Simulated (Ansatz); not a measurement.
All numbers below come from DFT PBE, scalar-relativistic, plane waves, PAW in Ansatz. Settings: cutoff 420 eV, Γ-centred meshes spaced at most about 0.3 Å⁻¹, and about 0.25 Å⁻¹ or finer for metals (2π included), Gaussian smearing. No spin polarisation in the final relaxations.

These are static total energies at zero pressure. All come from trial cells, and lower structures may exist.

**Question.** Order these relaxed structures of Li by energy, lowest first, with the energy over the lowest of them.
A.

```
Li
1.0
     4.92175    0.00000    0.00000
    -2.46088    4.26236    0.00000
     0.00000    0.00000    2.89795
Li
3
Direct
  0.00000 0.00000 0.00000
  0.66667 0.33333 0.50000
  0.33333 0.66667 0.50000
```

B.

```
Li
1.0
     2.73240    0.00000    0.00000
     0.00000    2.73240    0.00000
     0.00000    0.00000    2.73240
Li
1
Direct
  0.00000 0.00000 0.00000
```

C.

```
Li
1.0
    -1.53764    1.53764    2.13605
     1.53764   -1.53764    2.13605
     1.53764    1.53764   -2.13605
Li
1
Direct
  0.50000 0.50000 0.00000
```

**Answer.** C (0 meV/atom), A (14 meV/atom), B (122 meV/atom). Forms: C indium (bct) type, I4/mmm; A omega type, P6/mmm; B simple cubic type, Pm-3m. Counting all near atoms (those within 1.25 times the shortest distance at each site; a plus sign parts nearer from farther groups; a slash parts the counts of unlike sites): C has Li 12; A has Li 5+6/2+12; B has Li 6.

The k mesh leaves some 4 meV/atom of noise in the energy of each metallic cell. Cells relaxed within their symmetry can be saddle points; a later kick test found a lower structure for Li P6/mmm. The part of the Crystallography Open Database at hand lists Li in space groups No. 166, 191, 194, 225, 229; sharing a group (P6/mmm) doesn't make a cell the listed structure. Some types were kept out of the candidates beforehand, so the set may lack a known form.
